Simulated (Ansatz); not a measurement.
**Bi: band structure with PBEsol**

Crystal: Bi.

```xyz
2
Lattice="2.2675 1.3091 3.9380 -2.2675 1.3091 3.9380 0.0000 -2.6183 3.9380" Properties=species:S:1:pos:R:3 pbc="T T T"
Bi    0.0000    0.0000    9.0495
Bi    0.0000    0.0000    2.7645
```

```
Program                             : Ansatz 0.2.0
Task                                : band structure
Functional                          : PBEsol
Potentials or basis                 : Ansatz PAW
Cutoff                              : 420 eV (not typed: the program's choice for these potentials)
k mesh                              : 7 × 7 × 7
Occupations                         : fermi-dirac, width 0.05 eV
Spin                                : spin-orbit coupling, no magnetisation
Path                                : [["G", "L", "B1"], ["B", "Z", "G", "X"], ["Q", "F", "P1", "Z"], ["L", "P"]]
Points for each segment of the path : 14
```

```json
{
 "Pressure": "0.7 GPa",
 "Largest force": "0.087 eV/Å",
 "Band gap on the k mesh": "none (metal or under the smearing width)"
}
```

Forces on the atoms (eV/Å):
```
Bi   0.000  0.000 -0.087
Bi   0.000  0.000  0.087
```

Stress tensor (GPa, compression positive):
```
0.76 0.00 0.00
0.00 0.76 0.00
0.00 0.00 0.51
```

Levels at the corners of the path, in eV from the Fermi level:
```csv
point,band 27,band 28,band 29,band 30,band 31,band 32,band 33,band 34
Γ,-0.69,-0.69,-0.47,-0.47,0.98,0.98,3.37,3.37
L,-1.88,-1.88,-0.12,-0.12,-0.02,-0.02,0.80,0.80
B1,-4.15,-4.15,-0.52,-0.52,0.69,0.69,4.71,4.71
B,-4.15,-4.15,-0.52,-0.52,0.69,0.69,4.71,4.71
Z,-1.39,-1.39,0.10,0.10,0.33,0.33,1.04,1.04
Γ,-0.69,-0.69,-0.47,-0.47,0.98,0.98,3.37,3.37
X,-3.21,-3.21,-1.99,-1.99,2.19,2.19,3.73,3.73
Q,-3.21,-3.21,-1.99,-1.99,2.19,2.19,3.73,3.73
F,-3.79,-3.79,-2.39,-2.39,2.25,2.25,4.05,4.05
P1,-3.20,-3.20,-1.90,-1.90,2.24,2.24,3.70,3.70
Z,-1.39,-1.39,0.10,0.10,0.33,0.33,1.04,1.04
L,-1.88,-1.88,-0.12,-0.12,-0.02,-0.02,0.80,0.80
P,-3.20,-3.20,-1.90,-1.90,2.24,2.24,3.70,3.70
```

It took 38 s on 2 threads of Arm Neoverse V1 (shared host), peak memory 0.57 GiB.

Caveat: the PAW data sets come from PBE, with cores solved anew for the run's functional, which leaves a small shift of forces and pressure.
